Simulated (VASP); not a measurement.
Set up this calculation in VASP 6.6.1, as the native input.

```yaml
Task: single point
Functional: PBEsol
Potentials_or_basis: VASP PAW PBE potentials, release 64 (Ge_d)
Cutoff: 520 eV
k_mesh: 13 × 13 × 13
Occupations: fermi-dirac, width 0.1 eV
Spin: no spin polarisation
Dipole_correction: no
Further_INCAR_settings: ALGO = Normal; EDIFF = 1e-06; NBANDS = 13
```

The structure of Ge lies in POSCAR:

```
Ge
1.0
    2.5573222765      0.0000000000      0.0000000000
    0.0000000000      2.5573222765      0.0000000000
    0.0000000000      0.0000000000      2.5573222765
Ge
1
Direct
    0.0000000000      0.0000000000      0.0000000000
```

This isn't the form of Ge at room conditions, which is diamond.

One way to write it, as run:

INCAR

```
SYSTEM = Ge
PREC = Accurate
ENCUT = 520
EDIFF = 1E-6
ISMEAR = -1
SIGMA = 0.1
LREAL = .False.
LASPH = .True.
NELM = 80
ALGO = Normal
ISIF = 2
LWAVE = .False.
LCHARG = .False.
GGA = PS
NBANDS = 13
```

KPOINTS

```
Automatic mesh
0
Gamma
  13 13 13
  0 0 0
```

Potentials or basis: VASP PAW PBE potentials, release 64 (Ge_d).

Command:

```bash
$ cat potpaw_PBE.64/Ge_d/POTCAR > POTCAR
$ mpirun -np 1 vasp_std > vasp.out
```

It gave:

```
Pressure               : 13.5 GPa
Band gap on the k mesh : none (metal or under the smearing width)
```

Caveat: the PAW data sets were made with another functional, which shifts forces and pressure a little.

Run time: 5 s on 1 thread of Intel(R) Xeon(R) 6975P-C (Granite Rapids), on a shared host, peak memory 0.13 GiB.
